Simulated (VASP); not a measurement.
These are PBEsol GGA, VASP's PBE PAW potentials (set 64) (plane waves; VASP) values and carry that method's errors.

A VASP calculation is set up with these files.

**INCAR**
```
SYSTEM = Li2O
PREC = Accurate
ENCUT = 620
EDIFF = 1E-6
NELM = 100
ALGO = Normal
LREAL = .FALSE.
LASPH = .TRUE.
ISMEAR = 0
SIGMA = 0.05
GGA = PS
LWAVE = .FALSE.
LCHARG = .FALSE.
IBRION = 2
ISIF = 3
NSW = 40
EDIFFG = -0.02
PSTRESS = 300
```

POSCAR:
```
Li2O
1
    0.0000000000     2.1225117086     2.1225117086
    2.1225117086     0.0000000000     2.1225117086
    2.1225117086     2.1225117086    -0.0000000000
Li O
2 1
Direct
  0.2500000000   0.2500000000   0.2500000000
  0.7500000000   0.7500000000   0.7500000000
  0.0000000000   0.0000000000   0.0000000000
```

File KPOINTS:
```
Automatic mesh
0
Gamma
9 9 9
0 0 0
```

POTCAR, in this order: Li_sv O (PBE.64 set). Program: vasp_std.

Output

**OUTCAR**
```
 ion  position               nearest neighbor table
   1  0.250  0.250  0.250-   3 1.84   3 1.84   3 1.84   3 1.84   2 2.12   2 2.12   2 2.12   2 2.12
                             2 2.12   2 2.12
   2  0.750  0.750  0.750-   3 1.84   3 1.84   3 1.84   3 1.84   1 2.12   1 2.12   1 2.12   1 2.12
                             1 2.12   1 2.12
   3  0.000  0.000  0.000-   1 1.84   2 1.84   2 1.84   2 1.84   2 1.84   1 1.84   1 1.84   1 1.84
  LATTYP: Found a face centered cubic cell.
 ALAT       =     4.2450234172
 Subroutine PRICEL returns:
 Original cell was already a primitive cell.
 Subroutine GETGRP returns: Found 48 space group operations
The static configuration has the point symmetry O_h .
The dynamic configuration has the point symmetry O_h .
 Subroutine INISYM returns: Found 48 space group operations
 Subroutine IBZKPT returns following result:
 Found     35 irreducible k-points:

 Following reciprocal coordinates:
            Coordinates               Weight
  0.000000  0.000000  0.000000      1.000000
  0.111111  0.000000  0.000000      8.000000
  0.222222  0.000000  0.000000      8.000000
  0.333333  0.000000  0.000000      8.000000
  0.444444  0.000000  0.000000      8.000000
  0.111111  0.111111  0.000000      6.000000
  0.222222  0.111111  0.000000     24.000000
  0.333333  0.111111  0.000000     24.000000
  0.444444  0.111111  0.000000     24.000000
 -0.444444  0.111111  0.000000     24.000000
 -0.333333  0.111111  0.000000     24.000000
 -0.222222  0.111111  0.000000     24.000000
 -0.111111  0.111111  0.000000     12.000000
  0.222222  0.222222  0.000000      6.000000
  0.333333  0.222222  0.000000     24.000000
  0.444444  0.222222  0.000000     24.000000
 -0.444444  0.222222  0.000000     24.000000
 -0.333333  0.222222  0.000000     24.000000
 -0.222222  0.222222  0.000000     12.000000
  0.333333  0.333333  0.000000      6.000000
  0.444444  0.333333  0.000000     24.000000
...
```

**OSZICAR**
```
       N       E                     dE             d eps       ncg     rms          rms(c)
DAV:   1     0.468319404386E+02    0.46832E+02   -0.72065E+03   700   0.152E+03
DAV:   2    -0.110832552680E+02   -0.57915E+02   -0.54895E+02   802   0.261E+02
DAV:   3    -0.159478180267E+02   -0.48646E+01   -0.48393E+01  1214   0.675E+01
DAV:   4    -0.160492111128E+02   -0.10139E+00   -0.10128E+00   960   0.865E+00
DAV:   5    -0.160498805986E+02   -0.66949E-03   -0.66946E-03  1016   0.557E-01    0.737E+00
DAV:   6    -0.143467973144E+02    0.17031E+01   -0.78727E+00   712   0.195E+01    0.249E+00
DAV:   7    -0.143399294961E+02    0.68678E-02   -0.14963E-01   788   0.397E+00    0.151E+00
DAV:   8    -0.143445617946E+02   -0.46323E-02   -0.72299E-02   714   0.319E+00    0.310E-01
DAV:   9    -0.143438953472E+02    0.66645E-03   -0.95323E-03   890   0.901E-01    0.128E-01
DAV:  10    -0.143441831799E+02   -0.28783E-03   -0.15831E-03   738   0.437E-01    0.328E-02
DAV:  11    -0.143441769231E+02    0.62568E-05   -0.45513E-05   932   0.995E-02    0.860E-03
DAV:  12    -0.143441763007E+02    0.62239E-06   -0.64375E-06   816   0.303E-02
   1 F= -.10763287E+02 E0= -.10763287E+02  d E =-.107633E+02
```

OUTCAR:
```
------------------------ aborting loop because EDIFF is reached ----------------------------------------
  FORCE on cell =-STRESS in cart. coord.  units (eV):
  Direction    XX          YY          ZZ          XY          YZ          ZX
  --------------------------------------------------------------------------------------
  Total        3.5931094      3.5931094      3.5931094      0.0000000      0.0000000     -0.0000000
  in kB      301.0237398    301.0237398    301.0237398      0.0000000      0.0000000     -0.0000000
  external PRESSURE =       1.0237398 kB  Pullay stress =     300.0000000 kB
  volume of cell :       19.12
      direct lattice vectors                 reciprocal lattice vectors
     0.000000000  2.122511709  2.122511709    -0.235569961  0.235569961  0.235569961
     2.122511709  0.000000000  2.122511709     0.235569961 -0.235569961  0.235569961
     2.122511709  2.122511709  0.000000000     0.235569961  0.235569961 -0.235569961
 POSITION                                       TOTAL-FORCE (eV/Angst)
 -----------------------------------------------------------------------------------
      1.06126      1.06126      1.06126        -0.000000     -0.000000     -0.000000
      3.18377      3.18377      3.18377         0.000000      0.000000      0.000000
      0.00000      0.00000      0.00000        -0.000000      0.000000      0.000000
 -----------------------------------------------------------------------------------
    total drift:                               -0.000000      0.000000      0.000000
  FREE ENERGIE OF THE ION-ELECTRON SYSTEM (eV)
  ---------------------------------------------------
  free  energy   TOTEN  =       -14.3441763007 eV

  energy  without entropy=      -14.3441763007  energy(sigma->0) =      -14.34417630
  enthalpy is  TOTEN    =       -10.7632865342 eV   P V=        3.5808897665

 reached required accuracy - stopping structural energy minimisation
```
(Selected blocks of OUTCAR.)

OUTCAR:
```
 val. band max:        2.7699545896   @ k =   0.0000   0.0000   0.0000

 cond. band min:       8.1652089277   @ k =   0.4444   0.4444   0.0000


 Fermi energy:         3.0005455541

 k-point     1 :       0.0000    0.0000    0.0000
  band No.  band energies     occupation
      1     -39.2240      2.00000
      2     -38.4573      2.00000
      3     -12.9809      2.00000
      4       2.7700      2.00000
      5       2.7700      2.00000
      6       2.7700      2.00000
      7      10.0224      0.00000
      8      15.9581      0.00000
      9      15.9581      0.00000
     10      15.9582      0.00000

 k-point     2 :       0.1111    0.0000    0.0000
  band No.  band energies     occupation
      1     -39.1959      2.00000
      2     -38.4763      2.00000
      3     -12.9616      2.00000
      4       2.2675      2.00000
      5       2.6887      2.00000
      6       2.6887      2.00000
      7      10.3169      0.00000
      8      16.1471      0.00000
      9      16.1909      0.00000
     10      16.1909      0.00000

 k-point     3 :       0.2222    0.0000    0.0000
  band No.  band energies     occupation
      1     -39.1166      2.00000
      2     -38.5313      2.00000
      3     -12.9084      2.00000
      4       1.1454      2.00000
      5       2.4953      2.00000
      6       2.4953      2.00000
      7      11.0903      0.00000
      8      16.4186      0.00000
      9      16.5402      0.00000
     10      16.5402      0.00000

 k-point     4 :       0.3333    0.0000    0.0000
  band No.  band energies     occupation
      1     -39.0007      2.00000
      2     -38.6195      2.00000
      3     -12.8401      2.00000
      4       0.0396      2.00000
      5       2.2938      2.00000
      6       2.2938      2.00000
      7      12.1862      0.00000
      8      16.2332      0.00000
      9      16.4064      0.00000
     10      16.4064      0.00000

 k-point     5 :       0.4444    0.0000    0.0000
...
```

The compound is Li2O in the antifluorite structure. It was relaxed first under an external pressure of 30 GPa.
